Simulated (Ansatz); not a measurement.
**Si3N4: from the start to rest**

Aim: in Si3N4, a database structure at a slightly changed volume, relax the atoms in a fixed cell, then read levels, charges and fields where it ends.

All numbers below are computed with Ansatz 0.2.0 (DFT, r2SCAN, no spin polarisation, plane waves, PAW).

**1. Geometry**

The structure is hexagonal, space group P6_3/m (No. 176). Conventional cell: a = 7.722 Å, b = 7.722 Å, c = 2.952 Å, α = 90.00°, β = 90.00°, γ = 120.00°. Around Si (site symmetry m) lie 4 N at 1.76 Å. Around N (site symmetry m) lie 3 Si at 1.76 Å. Around N (site symmetry -6) lie 3 Si at 1.76 Å.

Its coordinates follow in the input file.

The first density is read from a saved solution for the starting cell.

**2. Relaxing**

Contents of input.yaml:

```yaml
crystal:
  lattice:
    - [7.72162734, 0.0, 0.0]
    - [-3.86081367, 6.6871233, 0.0]
    - [0.0, 0.0, 2.95202542]
  atoms:
    - { symbol: Si, position: [0.76848, 0.17457, 0.25] }
    - { symbol: Si, position: [0.59391, 0.76848, 0.75] }
    - { symbol: Si, position: [0.82543, 0.59391, 0.25] }
    - { symbol: Si, position: [0.23152, 0.82543, 0.75] }
    - { symbol: Si, position: [0.40609, 0.23152, 0.25] }
    - { symbol: Si, position: [0.17457, 0.40609, 0.75] }
    - { symbol: "N", position: [0.03049, 0.33026, 0.25] }
    - { symbol: "N", position: [0.70023, 0.03049, 0.75] }
    - { symbol: "N", position: [0.66974, 0.70023, 0.25] }
    - { symbol: "N", position: [0.96951, 0.66974, 0.75] }
    - { symbol: "N", position: [0.29977, 0.96951, 0.25] }
    - { symbol: "N", position: [0.33026, 0.29977, 0.75] }
    - { symbol: "N", position: [0.66666, 0.33333, 0.25] }
    - { symbol: "N", position: [0.33333, 0.66666, 0.75] }
  symmetry: { tolerance: 0.0003 }
kpoints:
  mp_grid: { grid: [6, 6, 6], shift: [0, 0, 0] }
magnetization:
  spin_polarized: false
scf:
  occupations: { method: fermi_dirac, width: 0.0565 }
  lower_state_search: "off"
hamiltonian:
  pseudopotentials: { kind: paw }
  xc: r2scan
basis:
  ecutwfc: 500
  fft_grid_basis: typed
relax:
  max_steps: 80
output:
  forces: true
  stress: true
  eigenvalues: true
  bader: true
  populations: true
  elf: true
  write_potential: true
  volumetric_format: npy
  dos:
    e_range: [-12, 8]
    de: 0.05
    projected: { site_lists: { "N": ["N"], Si: [Si] } }
  write_density: true
checkpoint:
  read: saved_state
```

Command:

```bash
$ ansatz run input.yaml --threads 2 --pin off --max-ram 2560MiB --backend cpu --events-out ev --progress --plain --runs-dir out
```

The program printed:

```text
Warning: the atoms were moved onto the symmetric positions of the space group found under crystal.symmetry.tolerance 3.0e-4 (fractional; no operation is sought that the atoms, as they stand in a round, miss by more than twice it, and no atom is moved by as much as it), and the run uses the moved positions. Before a round's move an operation carried an atom to 7.17e-5 Å from where it should land, the largest such distance. Atom 12 (counting from 0) moved farthest, by 4.46e-5 Å; the longest move in fractions of the cell, of whichever atom, is 0.02 of the tolerance, in 1 round. To run the atoms as typed, lower crystal.symmetry.tolerance until the operations that they miss are no longer found, or set crystal.symmetry.detect: false (a key that needs symmetry detection or time reversal refuses this as the deck is read). The positions used, in the order of the run's atom list: position: [0.76848, 0.17457000000000003, 0.25]; position: [0.5939099999999999, 0.76848, 0.75]; position: [0.8254300000000001, 0.5939099999999999, 0.25]; position: [0.23151999999999998, 0.8254300000000001, 0.75]; position: [0.40609, 0.23151999999999998, 0.25]; position: [0.17457000000000003, 0.40609, 0.75]; position: [0.030490000000000034, 0.33026, 0.25]; position: [0.7002300000000001, 0.030490000000000034, 0.75]; position: [0.66974, 0.7002300000000001, 0.25]; position: [0.9695100000000001, 0.66974, 0.75]; position: [0.29977, 0.9695100000000001, 0.25]; position: [0.33026, 0.29977, 0.75]; position: [0.6666666666666667, 0.33333333333333337, 0.25]; position: [0.33333333333333337, 0.6666666666666667, 0.75]; The lattice was moved too: crystal.lattice misses the space group found at crystal.symmetry.tolerance 3.0e-4 in a digit that the deck types, which is why this is a warning: making the lattice exact moves one of its numbers by a whole unit of that number's last typed decimal, or more. The operation that it misses by the most changes a squared length by the fraction 5.53e-7. The run uses the lattice that is a stretch of the typed one, with no rotation, onto the one that keeps every operation to a double's rounding (on a very oblique basis the stretch itself rounds by more); the deck's lattice vector that moved farthest moved by 1.23e-6 Å. To run the lattice as typed, set crystal.symmetry.tolerance under 5.52e-7, the least fraction by which an operation that the lattice misses changes a squared length (the same key also sets how far an atom may lie from its image, so lowering it can lose operations that the atoms keep only within it), or set crystal.symmetry.detect: false, as for the atoms. crystal.lattice made exact, in Å and degrees: [[7.721626107359317, 0.0, 0.0], [-3.8608130536796583, 6.687124367498316, 0.0], [0.0, 0.0, 2.95202542]]. Pasted over the deck's crystal.lattice, beside positions in fractional coordinates, it runs the same cell (given as lengths and angles, that cell in the form's own orientation, a rigid turn of the misfit's size from the one run here, for which a checkpoint.post_process_only pass over this run's state can be refused: where this run relaxes nothing, give such a pass this deck's own crystal.lattice, as typed; behind a relaxation, as crystal.lattice, the state's own cell, identity.cell in its checkpoint.json), and a matrix so pasted ends this notice, except on a very skew basis of the lattice, where the rounding of the pasted numbers themselves can read as a misfit: the cell is then moved again, and that move is told again. The lattice as run is in this notice's lattice.as_run_ang field (Run.prep()["deck_notices"] in Python, the deck_notice line of an events file, deck_notices of ansatz run --dry-run=json, or deck_notices in record.json in the deck's checkpoint.write directory).
Warning: output.stress: scf.convergence.dr2_threshold = 1e-7 eV (the SCF's general default) is looser than the 1.4e-9 eV advised for a printed stress (1e-10 eV for each atom of the cell: 14). What an SCF threshold leaves in a stress goes as its square root, and in the free energy as the threshold itself, and one threshold admits the most on a small cell: of the crystals measured, under no hybrid functional and no lock of the moments, on runs that ended without the residual-converged pass, on stresses that held no estimate of that error, the worst erred by over 100 MPa in a component at 1e-7 eV an atom and by under 5 at 1e-10. Every solve of this run answers to scf.convergence.dr2_threshold, and the tensor of one is reported: a single SCF on the reported geometry and on this run's grids (its basis.xc_grid and basis.ecutrho_ratio typed), with scf.convergence.dr2_threshold at 1.4e-9 eV or tighter, prints it and tightens no other solve. Else set scf.convergence.dr2_threshold to 1.4e-9 eV or tighter. The threshold is an SCF's pass mark: one that does not reach it within its budget of iterations ends unconverged, or closes short of it on a stop that the run arms, and scf.convergence.dr2_threshold's page says what that costs each kind of run
Warning: RAYON_NUM_THREADS=2 ignored (pool sized by the plan → 2); use --threads N
Engine: ansatz 0.2.0, x86_64-unknown-linux-gnu
Pseudopotentials: kind: paw
Pseudopotential: Si, paw, valence charge 4, recommended cutoff 500 eV (meta_gga), Si.paw.azcp
Pseudopotential: N, paw, valence charge 5, recommended cutoff 500 eV (meta_gga), N.paw.azcp
Functional definition: r2SCAN
  parameter k0 = 0.174
  parameter k1 = 0.065
  parameter a1 = 4.9479
  exchange = r2scan_x(k0 = k0, k1 = k1, a1 = a1)
  correlation = r2scan_c
Crystal: 14 atoms, lattice volume = 152.429 Å³
Basis set: ecut = 500 eV, 3857 PW (Γ), exchange–correlation on 240×240×96 points (64 copies of the dense FFT grid, shifted against one another)
Bands: 46, of which v1, the nominal top of the filled ones, is band 32 counted from 1 (31 counted from 0)
Symmetry: 12 space group operations
Space group: P63/m (ITA 176), of the structure as read, at distance tolerance 1.6e-3 Å
k-points: 32 of 216
Non-local potential: Si, projectors of the file, l = 0: 2, l = 1: 2, l = 2: 2
Non-local potential: N, projectors of the file, l = 0: 2, l = 1: 2, l = 2: 1
PAW form: soft (Blöchl's): semilocal exchange-correlation on the pseudo side does not see the compensation charge
PAW frozen core: Si, regenerated for the run's functional (the file was generated under x = pbe(κ = 0.804, μ = 0.2195149727645171), c = pbe(β = 0.06672455060314922))
PAW frozen core: N, regenerated for the run's functional (the file was generated under x = pbe(κ = 0.804, μ = 0.2195149727645171), c = pbe(β = 0.06672455060314922))
PAW one-centre angular grid: Si, 302 points (default); XC on 160 Gauss nodes
PAW one-centre angular grid: N, 302 points (default); XC on 160 Gauss nodes
Initial density: read from a saved state, or passed on in memory by an earlier SCF of this step, an earlier step, the calling program or the single point that the run made first
Initial wavefunctions: pseudopotential atomic-orbital guess
Functional: x = r2scan, c = r2scan; τ floored in thin density (d = 2e-4 eV/Å³)
iter 1 solved again at ethr=1.97e-7 eV; its pass at ethr=3.10e-3 eV (dr2=1.26e-4 eV) is discarded
SCF iter   1: F=-6930.599147 eV  HF=-6930.591458 eV  |F-HF|=7.69e-3  |Δ(HF+E_count)|=         —  Δρ=4.12e-4  dr2=9.82e-5  dr2_τ=7.76e-3  ethr=1.97e-7  ⟨swp⟩=3.8  Hψ=12307  notcnv=0
preconditioner: auto → Resta (q_TF=auto, 2.361 Å⁻¹)  ε∞=3.6  [insulator: Δε(μ)=4.774 eV  Ē_g=14.920 eV  σ=0.057 eV  W_gap=1.00  n_scr=32 (ndim 8)  ℏωp=24.1 eV  f_vac=0.037  D(μ)=0.00/eV (n_scr^D=0)  ε∞_Penn≈3.6]
SCF iter   2: F=-6930.599416 eV  HF=-6930.599300 eV  |F-HF|=1.16e-4  |Δ(HF+E_count)|=   7.84e-3  Δρ=2.08e-4  dr2=1.95e-5  dr2_τ=2.43e-5  ethr=1.53e-7  ⟨swp⟩=2.4  Hψ=2964  notcnv=0
SCF iter   3: F=-6930.599424 eV  HF=-6930.599420 eV  |F-HF|=4.43e-6  |Δ(HF+E_count)|=   1.19e-4  Δρ=4.62e-5  dr2=2.13e-6  dr2_τ=8.57e-7  ethr=3.04e-8  ⟨swp⟩=2.0  Hψ=2240  notcnv=0
SCF iter   4: F=-6930.599425 eV  HF=-6930.599425 eV  |F-HF|=9.28e-8  |Δ(HF+E_count)|=   4.89e-6  Δρ=1.25e-5  dr2=2.63e-7  dr2_τ=5.61e-8  ethr=3.33e-9  ⟨swp⟩=2.0  Hψ=2364  notcnv=0
SCF iter   5: F=-6930.599425 eV  HF=-6930.599425 eV  |F-HF|=8.48e-8  |Δ(HF+E_count)|=   7.70e-8  Δρ=6.51e-6  dr2=5.00e-8  dr2_τ=1.44e-8  ethr=1.56e-10  ⟨swp⟩=12.2  Hψ=10045  notcnv=0
SCF 1 converged in 5 iterations: F = -6930.599425 eV  dr2 = 5.00e-8
relax step   1: F+E_penalty+E_count = -6930.59942475 eV  Δ(F+E_penalty+E_count) = +0.000e0 eV  max|allowed force component| = 9.035e-2 eV/Å  Δτ_max = 0.0000 Å  (5 SCF iters, accepted)
Initial density: handed on by an earlier stage of this run
Initial wavefunctions: those handed on with the density
iter 1 solved again at ethr=1.51e-5 eV; its pass at ethr=3.10e-3 eV (dr2=9.66e-3 eV) is discarded
SCF iter   1: F=-6930.608221 eV  HF=-6930.610170 eV  |F-HF|=1.95e-3  |Δ(HF+E_count)|=         —  Δρ=2.99e-3  dr2=9.88e-3  dr2_τ=3.87e-2  ethr=1.51e-5  ⟨swp⟩=2.3  Hψ=4863  notcnv=0  defer=253
preconditioner: auto → Resta (q_TF=auto, 2.361 Å⁻¹)  ε∞=3.6  [insulator: Δε(μ)=4.785 eV  Ē_g=14.935 eV  σ=0.057 eV  W_gap=1.00  n_scr=32 (ndim 8)  ℏωp=24.1 eV  f_vac=0.036  D(μ)=0.00/eV (n_scr^D=0)  ε∞_Penn≈3.6]
SCF iter   2: F=-6930.609374 eV  HF=-6930.610057 eV  |F-HF|=6.83e-4  |Δ(HF+E_count)|=   1.12e-4  Δρ=1.77e-3  dr2=3.29e-3  dr2_τ=7.66e-5  ethr=1.51e-5  ⟨swp⟩=2.0  Hψ=2273  notcnv=0  defer=253
SCF iter   3: F=-6930.609860 eV  HF=-6930.609862 eV  |F-HF|=2.02e-6  |Δ(HF+E_count)|=   1.95e-4  Δρ=2.34e-4  dr2=4.92e-5  dr2_τ=1.08e-5  ethr=5.13e-6  ⟨swp⟩=2.0  Hψ=2170  notcnv=0  defer=253
SCF iter   4: F=-6930.609746 eV  HF=-6930.609743 eV  |F-HF|=2.38e-6  |Δ(HF+E_count)|=   1.19e-4  Δρ=8.12e-5  dr2=5.39e-6  dr2_τ=1.01e-6  ethr=7.69e-8  ⟨swp⟩=2.0  Hψ=2219  notcnv=0  defer=253
SCF iter   5: F=-6930.609747 eV  HF=-6930.609747 eV  |F-HF|=1.54e-7  |Δ(HF+E_count)|=   3.77e-6  Δρ=2.51e-5  dr2=6.53e-7  dr2_τ=8.49e-8  ethr=8.42e-9  ⟨swp⟩=2.0  Hψ=2196  notcnv=0  defer=253
SCF iter   6: F=-6930.609747 eV  HF=-6930.609747 eV  |F-HF|=1.85e-8  |Δ(HF+E_count)|=   2.96e-7  Δρ=7.12e-6  dr2=6.78e-8  dr2_τ=9.24e-9  ethr=7.97e-10  ⟨swp⟩=19.2  Hψ=12477  notcnv=0
SCF 2 converged in 6 iterations: F = -6930.609747 eV  dr2 = 6.78e-8
relax step   2: F+E_penalty+E_count = -6930.60974731 eV  Δ(F+E_penalty+E_count) = -1.032e-2 eV  max|allowed force component| = 5.519e-2 eV/Å  Δτ_max = 0.0172 Å  (6 SCF iters, dr2 threshold 5.10e-7 eV, accepted)
SCF iter   1: F=-6930.610519 eV  HF=-6930.610606 eV  |F-HF|=8.74e-5  |Δ(HF+E_count)|=         —  Δρ=9.16e-4  dr2=8.97e-4  dr2_τ=3.61e-3  ethr=1.59e-5  ⟨swp⟩=2.0  Hψ=3331  notcnv=0  defer=253
```

(Part 1 of 2 ends here.)
